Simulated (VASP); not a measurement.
Set up this calculation in VASP 6.6.1, as the native input.

```
Task                   : single point
Functional             : PBEsol
Potentials or basis    : VASP PAW PBE potentials, release 64 (Sr_sv, O)
Cutoff                 : 520 eV
k mesh                 : 8 × 8 × 8
Occupations            : gaussian, width 0.05 eV
Spin                   : no spin polarisation
Dipole correction      : no
Further INCAR settings : ALGO = Fast; EDIFF = 1e-06; NBANDS = 15
```

The structure of SrO lies in POSCAR:

```
SrO
1.0
    0.0000000000      2.5698000000      2.5698000000
    2.5698000000      0.0000000000      2.5698000000
    2.5698000000      2.5698000000      0.0000000000
Sr O
1 1
Direct
    0.0486419177      0.0486419177     -0.0486419177
    0.5000000000      0.5000000000      0.5000000000
```

Measurements of this composition are mostly on another form, of space group No. 225.

The cell isn't the ideal one: all Sr atoms moved -0.250 Å, as atom 1 towards its neighbour atom 2 (O) at 2.570 Å.

These files were run (other wordings do the same):

INCAR

```
SYSTEM = SrO
  PREC = Accurate
  ENCUT = 520
  EDIFF = 1E-6
  ISMEAR = 0
  SIGMA = 0.05
  LREAL = .FALSE.
  LASPH = .TRUE.
  NELM = 100
  ALGO = Fast
  ISIF = 2
  LWAVE = .FALSE.
  LCHARG = .FALSE.
  GGA = PS
  NBANDS = 15
```

KPOINTS

```
regular mesh
0
G
  8 8 8
  0 0 0
```

Potentials or basis: VASP PAW PBE potentials, release 64 (Sr_sv, O).

Command:

```console
$ cat potpaw_PBE.64/Sr_sv/POTCAR potpaw_PBE.64/O/POTCAR > POTCAR
$ mpirun -np 1 vasp_std > vasp.out
```

Results of the run:

The pressure is 1.6 GPa and the largest force is 0.806 eV/Å. The band gap on the k mesh is 3.26 eV, indirect (least direct gap 3.29 eV).

Caveat: the PAW data sets were made with another functional, which shifts forces and pressure a little.

It took 47 s on 1 thread of Intel(R) Xeon(R) Platinum 8259CL CPU @ 2.50GHz (Skylake/Cascade Lake), with other jobs on the host, peak memory 0.17 GiB.
